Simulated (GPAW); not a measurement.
Crystal: Si2Ni.

```
Ni Si
1.0
     0.00000    2.70300    2.70300
     2.70300    0.00000    2.70300
     2.70300    2.70300    0.00000
Ni Si
1 2
Direct
  0.00000 0.00000 0.00000
  0.75000 0.75000 0.75000
  0.25000 0.25000 0.25000
```

```yaml
Program: GPAW 26.7.0
Task: relaxation of cell and atoms
Functional: PBEsol
Dispersion: D3
Potentials_or_basis: PAW data sets generated in the run's folder for this functional
Cutoff: 600 eV
Basis: pw
k_mesh: 7 × 7 × 7
Occupations: fermi-dirac, width 0.05 eV
Spin: collinear spin, ferromagnetic start
Starting_moments: "[1.0, 0.0, 0.0] μB"
```

At the start: pressure -3.6 GPa; volume 13.17 Å³/atom.

Problem. Where does the relaxation end?

Solution. Over 3 steps the energy falls by 3.3 meV/atom and the volume is 12.87 Å³/atom (-2.2 %); space group Fm-3m (No. 225, to 0.05 Å); moment 0.00 μB per cell.

The path:
| step | energy change (eV) | largest force (eV/Å) | pressure (GPa) | volume (Å³) |
| --- | --- | --- | --- | --- |
| 1 | 0.0000 | 0.0000 | -3.63 | 39.50 |
| 2 | -0.0035 | 0.0000 | -2.96 | 39.33 |
| 3 | -0.0098 | 0.0000 | 0.10 | 38.62 |

Final structure:
```xyz
3
Lattice="0.0000 2.6828 2.6828 2.6828 0.0000 2.6828 2.6828 2.6828 0.0000" Properties=species:S:1:pos:R:3 pbc="T T T"
Ni    0.0000    0.0000    0.0000
Si    4.0242    4.0242    4.0242
Si    1.3414    1.3414    1.3414
```

Caveat: each step starts from the last one's moments, so a moment once lost doesn't come back; the stock nickel data set gives pressures a few GPa off other programs; later steps reuse the first step's grids; pairwise dispersion overbinds metals, which lowers pressure and volume.
